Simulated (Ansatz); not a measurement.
**InPd in Ansatz: the effect of functional**

Crystal: InPd.

```
In Pd
1.0
     3.22766    0.00000    0.00000
     0.00000    3.22766    0.00000
     0.00000    0.00000    3.22766
In Pd
1 1
Direct
  0.00000 0.00000 0.00000
  0.50000 0.50000 0.50000
```

The cell comes from a database or a generator and needn't be the stable form of this composition.

The cell isn't the ideal one: volume scaled by 0.96.

Alike in all runs:

```yaml
Program: Ansatz 0.2.0
Task: single point
Potentials_or_basis: Ansatz PAW
k_mesh: 8 × 8 × 8
Occupations: fermi-dirac, width 0.05 eV
Spin: no spin polarisation
```

| functional | cutoff | pressure (GPa) |
| --- | --- | --- |
| LDA | 420 eV (not typed: the program's choice for these potentials) | ? |
| r2SCAN | 500 eV (not typed: the program's choice for these potentials) | 5.4 |
| PBE | 420 eV (not typed: the program's choice for these potentials) | 9.7 |

Q: What does the run with functional LDA give?

A: Pressure -1.8 GPa.

Caveats: the PAW data sets come from PBE, with cores solved anew for the run's functional, which leaves a small shift of forces and pressure (some runs).
